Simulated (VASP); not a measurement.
**Se under changes of volume**

One of the cells (27.642 Å³/atom); the others are scaled copies at fixed shape and fractional positions:

```
Se
1.0
     4.38401    0.00000    0.00000
    -2.19201    3.79667    0.00000
     0.00000    0.00000    4.98223
Se
3
Direct
  0.78300 0.78300 0.50000
  0.00000 0.21700 0.83333
  0.21700 0.00000 0.16667
```

| Item | Value |
| --- | --- |
| Program | VASP 6.6.1 |
| Functional | PBE |
| Potentials or basis | VASP PAW PBE potentials, release 64 (Se) |
| Cutoff | 520 eV |
| k mesh | 7 × 7 × 6 |
| Occupations | fermi-dirac, width 0.05 eV |
| Spin | no spin polarisation |

```csv
volume (Å³/atom),energy over the lowest point (meV/atom),pressure (GPa),gap on the mesh (eV),largest force (eV/Å)
25.474,120.21,10.7,1.22,2.028
26.016,?,?,?,?
26.558,60.11,7.2,1.18,1.448
27.642,21.33,4.4,1.14,0.945
28.184,8.70,3.1,1.12,0.717
28.726,0.00,2.0,1.10,0.505
```

Question: What does the run at 26.016 Å³/atom give?

Answer: Energy over the lowest point 87.22 meV/atom; pressure 8.8 GPa; gap on the mesh 1.20 eV; largest force 1.728 eV/Å.

Worked out: A Birch-Murnaghan fit of order 3 (a polynomial in V^(-2/3)) to the other rows has no minimum within the range. It gives 87.22 meV/atom at 26.016 Å³/atom, against the run's 87.22, and -dE/dV = 8.9 GPa, against 8.8. A straight line through the other rows of the gap, of slope -0.998 eV per unit of ln V, gives 1.20 eV, against the run's 1.20.

Energies are extrapolated to zero smearing.

Caveats: an odd mesh through Γ misses points on the zone boundary, where band edges often lie; forces of over 1 eV/Å show positions far from the minimum, so gaps and moduli don't describe the material at rest (some runs). Spin-orbit coupling on Se is left out.
